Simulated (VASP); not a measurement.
The system is CdTe.

```xyz
2
Lattice="0.0000 3.2050 3.2050 3.2050 0.0000 3.2050 3.2050 3.2050 0.0000" Properties=species:S:1:pos:R:3 pbc="T T T"
Cd    0.0000    0.0000    0.0000
Te    1.6025    1.6025    1.6025
```

| Property | Result |
| --- | --- |
| Program | VASP 6.6.1 |
| Task | relaxation of cell and atoms |
| Functional | PBEsol |
| Potentials or basis | VASP PAW PBE potentials, release 64 (Cd, Te) |
| Cutoff | 600 eV |
| k mesh | 8 × 8 × 8 |
| Occupations | gaussian, width 0.03 eV |
| Spin | no spin polarisation |

At the start: pressure 1.8 GPa; volume 32.92 Å³/atom.

Question: Where does the relaxation end?

Answer: Over 3 steps the energy falls by 7.3 meV/atom and the volume is 34.26 Å³/atom (+4.1 %); space group F-43m (No. 216, to 0.05 Å).

The path:
```csv
step,energy change (eV),largest force (eV/Å),pressure (GPa),volume (Å³)
1,0.0000,0.0000,1.81,65.84
2,-0.0129,0.0000,-0.54,69.46
3,-0.0145,0.0000,0.00,68.52
```

Final structure:
```xyz
2
Lattice="0.0000 3.2478 3.2478 3.2478 0.0000 3.2478 3.2478 3.2478 0.0000" Properties=species:S:1:pos:R:3 pbc="T T T"
Cd    0.0000    0.0000    0.0000
Te    1.6239    1.6239    1.6239
```

Caveat: the PAW data sets were made with another functional, which shifts forces and pressure a little.
